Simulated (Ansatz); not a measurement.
# Deforming KCl

```xyz
2
Lattice="0.0000 3.1561 3.1561 3.1561 0.0000 3.1561 3.1561 3.1561 0.0000" Properties=species:S:1:pos:R:3 pbc="T T T"
K     0.0000    0.0000    0.0000
Cl    3.1561    3.1561    3.1561
```

Atom numbers follow the list: K1, Cl2.

Structure: COD 9003114, as refined from experiment and not relaxed.

These are results of Ansatz 0.2.0, DFT, LDA, all-electron LAPW, scalar-relativistic, not measurements.

Sampling and basis: a Γ-centred 7×7×7 k mesh, Fermi–Dirac smearing of 0.03 eV, basis error target 1 meV/atom, no spin polarisation.

The unchanged cell is at -2.08 GPa.

Semilocal functionals give too small gaps.

x, y and z are the Cartesian axes of the cell as listed; fractional coordinates follow a strain, and an engineering shear is twice the off-diagonal strain component.

Task: One change gave: energy change under 1 meV/atom; stress change (xx, yy, zz, yz, xz, xy) 0.00, 0.00, 0.00, 0.07, 0.07, 0.07 GPa, compression positive; gap on the k mesh 4.71 → 4.69 eV. Which change was it?
A. equal xy, yz and zx engineering shear strains of +2 %
B. equal xy, yz and zx engineering shear strains of -3 %
C. equal xy, yz and zx engineering shear strains of -1 %

Result: C. For equal xy, yz and zx engineering shear strains of -3 %: energy change +2 meV/atom; stress change (xx, yy, zz, yz, xz, xy) -0.01, -0.01, -0.01, 0.21, 0.21, 0.21 GPa, compression positive; gap on the k mesh 4.71 → 4.65 eV. For equal xy, yz and zx engineering shear strains of +2 %: energy change under 1 meV/atom; stress change (xx, yy, zz, yz, xz, xy) 0.00, 0.00, 0.00, -0.15, -0.15, -0.15 GPa, compression positive; gap on the k mesh 4.71 → 4.69 eV.
